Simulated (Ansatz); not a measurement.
Write the native input for Ansatz 0.2.0 that does the following.

```yaml
Task: single point
Functional: PBE
Potentials_or_basis: Ansatz PAW
Cutoff: "420 eV (not typed: the program's choice for these potentials)"
k_mesh: 11 × 11 × 3
Occupations: fermi-dirac, width 0.05 eV
Spin: collinear spin, ferromagnetic start
Starting_moments: "[3.0, 3.0, 0.0, 0.0, 0.0, 0.0] μB"
```

Crystal: CrO2.

```xyz
6
Lattice="1.4319 -2.6135 0.0000 1.4319 2.6135 0.0000 0.0000 0.0000 10.7885" Properties=species:S:1:pos:R:3 pbc="T T T"
Cr   -0.0029    0.0277    5.4219
Cr   -0.0260   -0.0383    0.0247
O     1.3973    0.8866    6.3385
O     1.4127    0.8388    9.7859
O     1.4698   -0.8983    4.4354
O     1.4131   -0.8035    0.9651
```

The cell comes from a database or a generator and needn't be the stable form of this composition.

The cell isn't the ideal one: atoms moved at random, drawn with an rms of 0.05 Å.

One way to write it, as run:

input.yaml

```yaml
crystal:
  lattice:
    - [1.43186, -2.613519, 0.0]
    - [1.43186, 2.613519, 0.0]
    - [0.0, 0.0, 10.788489]
  atoms:
    - { symbol: Cr, position: [-0.006314, 0.004278, 0.502559], spin: 3.0 }
    - { symbol: Cr, position: [-0.001758, -0.016424, 0.002287], spin: 3.0 }
    - { symbol: O, position: [0.318316, 0.657542, 0.587522] }
    - { symbol: O, position: [0.332821, 0.653767, 0.907069] }
    - { symbol: O, position: [0.685117, 0.341391, 0.411125] }
    - { symbol: O, position: [0.647168, 0.339725, 0.089456] }
hamiltonian:
  xc: pbe
  pseudopotentials: { kind: paw }
magnetization:
  spin_polarized: true
kpoints:
  mp_grid: { grid: [11, 11, 3] }
scf:
  occupations: { method: fermi_dirac, width: 0.05 }
output:
  forces: true
  stress: true
  eigenvalues: true
```

Potentials or basis: Ansatz PAW.

Command:

```console
$ ansatz run input.yaml --threads 2 --pin off --max-ram 5120MiB --backend cpu --events-out ev --progress --plain --runs-dir out
```

It gave:

The pressure is -6.6 GPa, the largest force is 1.325 eV/Å and the band gap on the k mesh is none (metal or under the smearing width). The net moment is 4.00 μB per cell and the absolute moment is 4.63 μB per cell. The site moments are Cr +1.73; O -0.07 μB.

Caveat: the pressure holds a Pulay correction of +0.7 GPa for the finite cutoff; semilocal functionals often make such compounds metallic where correlation or magnetic order opens a gap, which also shifts bond lengths; only a ferromagnetic start was run, and an antiferromagnetic order may lie lower in energy.

It took 4.5 min on 2 threads of Intel(R) Xeon(R) Processor @ 2.50GHz (Skylake/Cascade Lake) (shared host), peak memory 1.2 GiB.
